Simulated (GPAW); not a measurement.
A run of GPAW 26.7.0:

The input run.py:

```python
import numpy as np
from ase.dft.bandgap import bandgap
from ase.io import read, write
from gpaw import GPAW, PW
from gpaw.spinorbit import soc_eigenstates

atoms = read('WS2.cif')

calc = GPAW(mode=PW(600),
            xc={'name': 'optPBE-vdW', 'backend': 'libvdwxc'},
            kpts={'size': (7, 7, 2), 'gamma': True},
            occupations={'name': 'fermi-dirac', 'width': 0.05},
            nbands=25,
            convergence={'density': 1e-05, 'energy': 1e-05},
            maxiter=150,
            txt='gpaw.txt')
atoms.calc = calc
energy = atoms.get_potential_energy()
forces = atoms.get_forces()
calc.write('gs.gpw')
write('result.traj', atoms)
print(f'Energy: {energy:.6f} eV')
print('Forces (eV/A):')
print(forces.round(4))
print('Fermi level:', round(calc.get_fermi_level(), 4), 'eV')
print(f'Gap: {bandgap(calc)[0]:.4f} eV, direct: {bandgap(calc, direct=True)[0]:.4f} eV')

path = atoms.cell.bandpath('GMKGALHA,LM,KH', npoints=60, eps=1e-4)
bs_calc = calc.fixed_density(kpts=path, symmetry='off', nbands=48,
                             convergence={'bands': 'CBM+6.0', 'eigenstates': 1e-6}, txt='bands.txt')
bs = bs_calc.band_structure()
bs.write('bs.json')
print(f'Gap on the path: {bandgap(bs_calc)[0]:.4f} eV')

soc = soc_eigenstates(bs_calc, theta=90, phi=0)
np.savetxt('soc_bands.dat', soc.eigenvalues(), fmt='%.4f')
mesh = soc_eigenstates('gs.gpw', theta=90, phi=0)
np.savetxt('soc_mesh.dat', mesh.eigenvalues(), fmt='%.4f')
print('Fermi level with spin-orbit coupling:', round(mesh.fermi_level, 4), 'eV')
```

File WS2.cif:

```cif
data_WS2
_cell_length_a 3.18351636
_cell_length_b 3.18351636
_cell_length_c 16.95057789
_cell_angle_alpha 90.00000000
_cell_angle_beta 90.00000000
_cell_angle_gamma 120.00000000
_space_group_name_H-M_alt 'P1'
_space_group_name_Hall 'P 1'
_space_group_IT_number 1
loop_
_space_group_symop_operation_xyz
'x,y,z'
loop_
_atom_site_label
_atom_site_type_symbol
_atom_site_symmetry_multiplicity
_atom_site_Wyckoff_symbol
_atom_site_fract_x
_atom_site_fract_y
_atom_site_fract_z
_atom_site_occupancy
W1 W 1 a 0.0000000000 0.0000000000 0.0000000000 1
S1 S 1 a 0.3333333333 0.6666666667 0.0920005100 1
S2 S 1 a 0.3333333333 0.6666666667 0.9079994900 1
```

Potentials or basis: GPAW PAW data sets (gpaw-data 1.2.1), pw.

Launch:

```sh
$ OMP_NUM_THREADS=1 python run.py
```

Hardware: 1 thread of Intel(R) Xeon(R) Platinum 8259CL CPU @ 2.50GHz (Skylake/Cascade Lake), with other jobs on the host.

Task: Estimate the wall time of this run.

Result: Run time: 3 min on 1 thread of Intel(R) Xeon(R) Platinum 8259CL CPU @ 2.50GHz (Skylake/Cascade Lake), on a shared host, peak memory 0.63 GiB. Counts: scf iterations 19, plane waves 4996, bands 25, k points 16.
